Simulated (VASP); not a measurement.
# BaTiO3 (Pm-3m) in VASP: a series of runs

The runs below take BaTiO3 through single point, with PBE.

Everything below comes from runs of VASP 6.6.1. Logs are shortened: lines on timing, memory, paths and dates and some standing lists are left out, and cuts for length are marked.

## 1. The undisturbed crystal

It takes space group Pm-3m (No. 221, cubic). Conventional cell: a = 4.006 Å, b = 4.006 Å, c = 4.006 Å, α = 90.00°, β = 90.00°, γ = 90.00°. Around Ba (site symmetry m-3m) lie 12 O at 2.83 Å. Ti (site symmetry m-3m) is surrounded by 6 O at 2.00 Å. O (site symmetry 4/mmm) has 2 Ti at 2.00 Å as nearest neighbours.

## 2. Single point, PBE

INCAR

```
  PREC = Accurate
  ENCUT = 460
  EDIFF = 1E-7
  ISMEAR = 0
  SIGMA = 0.05
  LREAL = F
  LASPH = T
  NELM = 100
  ALGO = Normal
  ISIF = 2
  LWAVE = F
  LCHARG = F
  GGA = PE
  ADDGRID = F
```

KPOINTS

```
regular mesh
0
Gamma
  4 4 4
```

POSCAR

```
BaTiO3
1.0
    4.0060000000      0.0000000000      0.0000000000
    0.0000000000      4.0060000000      0.0000000000
    0.0000000000      0.0000000000      4.0060000000
Ba Ti O
1 1 3
Direct
    0.4701120000      0.5031600000      0.5056990000
   -0.0202070000      0.0016430000     -0.0204470000
   -0.0270160000     -0.0188640000      0.5097340000
   -0.0003670000      0.4971430000     -0.0056670000
    0.4958670000     -0.0087980000      0.0064420000
```

Potentials or basis: VASP PAW PBE potentials, release 64 (Ba_sv, Ti_sv, O).

On the command line:

```console
$ cat potpaw_PBE.64/Ba_sv/POTCAR potpaw_PBE.64/Ti_sv/POTCAR potpaw_PBE.64/O/POTCAR > POTCAR
$ mpirun -np 1 vasp_std > vasp.out
```

OUTCAR:

```text
PREC = Accurate
   ENCUT = 460
   EDIFF = 1E-7
   ISMEAR = 0
   LREAL = F
   LASPH = T
   NELM = 100
   ISIF = 2
   GGA = PE

 Found     36 irreducible k-points:

 Following reciprocal coordinates:
            Coordinates               Weight
  0.000000  0.000000  0.000000      1.000000
  0.250000  0.000000  0.000000      2.000000
  0.000000  0.250000  0.000000      2.000000
  0.000000  0.000000  0.250000      2.000000
  0.500000  0.000000  0.000000      1.000000
  0.000000  0.500000  0.000000      1.000000
   k-points           NKPTS =     36   k-points in BZ     NKDIM =     36   number of bands    NBANDS=     24
   number of dos      NEDOS =    301   number of ions     NIONS =      5
   total plane-waves  NPLWV =  21952
   dimension x,y,z NGX =    28 NGY =   28 NGZ =   28
   dimension x,y,z NGXF=    56 NGYF=   56 NGZF=   56
   ions per type =               1   1   3
   NGX,Y,Z   is equivalent  to a cutoff of  11.62, 11.62, 11.62 a.u.
   NGXF,Y,Z  is equivalent  to a cutoff of  23.24, 23.24, 23.24 a.u.
 SYSTEM =  unknown system
   PREC   = accura    normal or accurate (medium, high low for compatibility)
   ISTART =      0    job   : 0-new  1-cont  2-samecut
   ICHARG =      2    charge: 1-file 2-atom 10-const
   ISPIN  =      1    spin polarized calculation?
   LNONCOLLINEAR =      F non collinear calculations
   LSORBIT =      F    spin-orbit coupling
   LASPH  =      T    aspherical Exc in radial PAW
   ENCUT  =  460.0 eV  33.81 Ry    5.81 a.u.   7.01  7.01  7.01*2*pi/ulx,y,z
   NELM   =    100;   NELMIN=  2; NELMDL= -5     # of ELM steps
   EDIFF  = 0.1E-06   stopping-criterion for ELM
   LREAL  =      F    real-space projection
   EDIFFG = 0.1E-05   stopping-criterion for IOM
   NSW    =      0    number of steps for IOM
   IBRION =     -1    ionic relax: 0-MD 1-quasi-New 2-CG
   NFREE  =      0    steps in history (QN), initial steepest desc. (CG)
   ISIF   =      2    stress and relaxation
   ISYM   =      2    0-nonsym 1-usesym 2-fastsym
   POTIM  = 0.5000    time-step for ionic-motion
   TEBEG  =    0.0;   TEEND  =   0.0 temperature during run
   PSTRESS=    0.0 pullay stress
   NELECT =      40.0000    total number of electrons
   NUPDOWN=      -1.0000    fix difference up-down
   EMIN   =  10.00;   EMAX   =-10.00  energy-range for DOS
   EFERMI =   0.00;   METHOD = LEGACY
   ISMEAR =     0;   SIGMA  =   0.05  broadening in eV -4-tet -1-fermi 0-gaus
   EFERMI_NEDOS =   21; number of points for ismear=-14 and -15
   IALGO  =     38    algorithm
   IMIX   =      4    mixing-type and parameters
     AMIX     =   0.40;   BMIX     =  1.00
     AMIX_MAG =   1.60;   BMIX_MAG =  1.00
  volume/ion in A,a.u.               =      12.86        86.77
  Fermi-wavevector in a.u.,A,eV,Ry     =   1.397603  2.641087 26.576187  1.953295
  Thomas-Fermi vector in A             =   2.520843
   LORBIT       =      0    0 simple, 1 ext, 2 COOP (PROOUT), +10 PAW based schemes
   GGA     = PE    functional components
   LHFCALC =     F    Hartree Fock is set to
   AEXX    =    0.0000 exact exchange contribution
   IVDW    =     0    specifies the selected vdW correction
   LEPSILON=     F    determine dielectric tensor
   LRPA    =     F    only Hartree local field effects (RPA)
 non-spin polarized calculation
 Gauss-broadening in eV      SIGMA  =   0.05
  energy-cutoff  :      460.00
  volume of cell :       64.29
 maximum number of plane-waves:      1472
   NGX = 15   NGY = 15   NGZ = 15

 number of electron      39.9999995 magnetization

 Free energy of the ion-electron system (eV)
  ---------------------------------------------------
  ext. energy  EPLUGINS =         0.00000000
  ---------------------------------------------------
  free energy    TOTEN  =       -39.92613325 eV

  energy without entropy =      -39.92613325  energy(sigma->0) =      -39.92613325

 E-fermi :   4.1065     XC(G=0): -11.2369

 val. band max:        3.8236672754   @ k =   0.5000   0.5000   0.5000
 cond. band min:       5.7195711104   @ k =   0.0000   0.0000   0.0000
 fundamental gap:      1.8959038350
 Fermi energy:         4.1065453351

 k-point     1 :       0.0000    0.0000    0.0000
  band No.  band energies     occupation
      1     -52.7397      2.00000
      2     -28.9877      2.00000
      3     -28.9602      2.00000
      4     -28.9525      2.00000
      5     -21.0133      2.00000
      6     -13.0770      2.00000
[... 16 lines left out ...]
     23       5.8836      0.00000
     24       7.8417      0.00000

 k-point     2 :       0.2500    0.0000    0.0000
  band No.  band energies     occupation
      1     -52.7393      2.00000
      2     -28.9875      2.00000
      3     -28.9854      2.00000
      4     -28.9515      2.00000
      5     -20.9547      2.00000
      6     -13.1615      2.00000
[... 16 lines left out ...]
     23       6.6507      0.00000
     24       7.9018      0.00000

 k-point     3 :       0.0000    0.2500    0.0000
  band No.  band energies     occupation
      1     -52.7393      2.00000
      2     -28.9867      2.00000
      3     -28.9786      2.00000
      4     -28.9592      2.00000
      5     -20.9551      2.00000
      6     -13.1600      2.00000
[... 16 lines left out ...]
     23       6.6392      0.00000
     24       7.9279      0.00000

 k-point     4 :       0.0000    0.0000    0.2500
  band No.  band energies     occupation
      1     -52.7393      2.00000
      2     -29.0139      2.00000
      3     -28.9592      2.00000
      4     -28.9515      2.00000
      5     -20.9547      2.00000
      6     -13.1259      2.00000
[... 16 lines left out ...]
     23       6.6876      0.00000
     24       7.8445      0.00000

 k-point     5 :       0.5000    0.0000    0.0000
  band No.  band energies     occupation
      1     -52.7387      2.00000
      2     -29.0119      2.00000
      3     -28.9856      2.00000
      4     -28.9505      2.00000
      5     -20.8945      2.00000
      6     -13.3193      2.00000
[... 16 lines left out ...]
     23       7.3991      0.00000
     24       7.8888      0.00000

 k-point     6 :       0.0000    0.5000    0.0000
  band No.  band energies     occupation
      1     -52.7387      2.00000
      2     -29.0044      2.00000
      3     -28.9857      2.00000
      4     -28.9582      2.00000
      5     -20.8952      2.00000
      6     -13.3150      2.00000
[... 16 lines left out ...]
     23       7.3840      0.00000
     24       7.9115      0.00000

 [... further k-points ...]
[... 5 lines left out ...]
  --------------------------------------------------------------------------------------
  -------------------------------------------------------------------------------------
  Total        1.5116088      1.2672031      2.1202755     -0.0869448     -0.1130798     -0.1495340
  in kB       37.6718687     31.5808623     52.8408795     -2.1668122     -2.8181414     -3.7266431
  external PRESSURE =      40.6978702 kB  Pullay stress =       0.0000000 kB

 VOLUME and BASIS-vectors are now :
 -----------------------------------------------------------------------------
  energy-cutoff  :      460.00
  volume of cell :       64.29
      direct lattice vectors                 reciprocal lattice vectors
     4.006000000  0.000000000  0.000000000     0.249625562  0.000000000  0.000000000
     0.000000000  4.006000000  0.000000000     0.000000000  0.249625562  0.000000000
     0.000000000  0.000000000  4.006000000     0.000000000  0.000000000  0.249625562

 POSITION                                       TOTAL-FORCE (eV/Angst)
 -----------------------------------------------------------------------------------
      1.88327      2.01566      2.02583         0.389828     -0.184643     -0.393285
      3.92505      0.00658      3.92409        -0.411551      0.061882      0.036210
      3.89777      3.93043      2.04199         0.349442      0.384115      0.070991
      4.00453      1.99155      3.98330        -0.157720     -0.458735      0.260546
      1.98644      3.97076      0.02581        -0.170000      0.197381      0.025538
 -----------------------------------------------------------------------------------
    total drift:                               -0.000021      0.000253      0.000348

  FREE ENERGIE OF THE ION-ELECTRON SYSTEM (eV)
  ---------------------------------------------------
  free  energy   TOTEN  =       -39.9261332483 eV

  energy  without entropy=      -39.9261332483  energy(sigma->0) =      -39.92613325
```

It took 28 s on 1 thread of Intel Xeon 6975P-C (Granite Rapids), shared host; peak memory 0.18 GiB.

These settings aren't checked as converged: the numbers below hold their error.

Results:

| Item | Value |
| --- | --- |
| Free energy | -39.9261 eV |
| Pressure | 4.1 GPa |
| Largest force | 0.584 eV/Å |
| Band gap on the k mesh | 1.90 eV, indirect (least direct gap 2.18 eV) |

Caveat: the cutoff is under 1.25 times the usual one of these potentials, so pressure, stress and relaxed cells hold a basis-set (Pulay) error; spin-orbit coupling is left out, which moves the levels of the heavy elements.

## 3. Single point, PBE

Changes to INCAR since step 2:

```diff
@@ -4,3 +4,3 @@
   ISMEAR = 0
-  SIGMA = 0.05
+  SIGMA = 0.2
   LREAL = F
```

KPOINTS is that of step 2.

POSCAR is that of step 2.

Potentials or basis: VASP PAW PBE potentials, release 64 (Ba_sv, Ti_sv, O).

On the command line:

```console
$ cat potpaw_PBE.64/Ba_sv/POTCAR potpaw_PBE.64/Ti_sv/POTCAR potpaw_PBE.64/O/POTCAR > POTCAR
$ mpirun -np 1 vasp_std > vasp.out
```

Run time: 24 s. Hardware: 1 thread of Intel Xeon 6975P-C (Granite Rapids), shared host; peak memory 0.18 GiB.

These settings aren't checked as converged: the numbers below hold their error.

Results:

```yaml
Free_energy: -39.9261 eV
Pressure: 4.1 GPa
Largest_force: 0.584 eV/Å
Band_gap_on_the_k_mesh: 1.90 eV, indirect (least direct gap 2.18 eV)
```

Caveat: the cutoff is under 1.25 times the usual one of these potentials, so pressure, stress and relaxed cells hold a basis-set (Pulay) error; spin-orbit coupling is left out, which moves the levels of the heavy elements.

## 4. Single point, PBE

Changes to INCAR since step 3:

```diff
@@ -4,3 +4,3 @@
   ISMEAR = 0
-  SIGMA = 0.2
+  SIGMA = 0.01
   LREAL = F
```

KPOINTS is that of step 3.

POSCAR is that of step 3.

On the command line:

```console
$ cat potpaw_PBE.64/Ba_sv/POTCAR potpaw_PBE.64/Ti_sv/POTCAR potpaw_PBE.64/O/POTCAR > POTCAR
$ mpirun -np 1 vasp_std > vasp.out
```

It took 23 s on 1 thread of Intel Xeon 6975P-C (Granite Rapids), shared host; peak memory 0.18 GiB.

The run converged, but some of its settings lie outside the range that counts as converged, so its numbers aren't taken as properties of the crystal.

What came out:

```
Free energy            : -39.9261 eV
Pressure               : 4.1 GPa
Largest force          : 0.584 eV/Å
Band gap on the k mesh : 1.90 eV, indirect (least direct gap 2.18 eV)
```

Caveat: the cutoff is under 1.25 times the usual one of these potentials, so pressure, stress and relaxed cells hold a basis-set (Pulay) error; spin-orbit coupling is left out, which moves the levels of the heavy elements.

(Continued in part 2 of 2.)
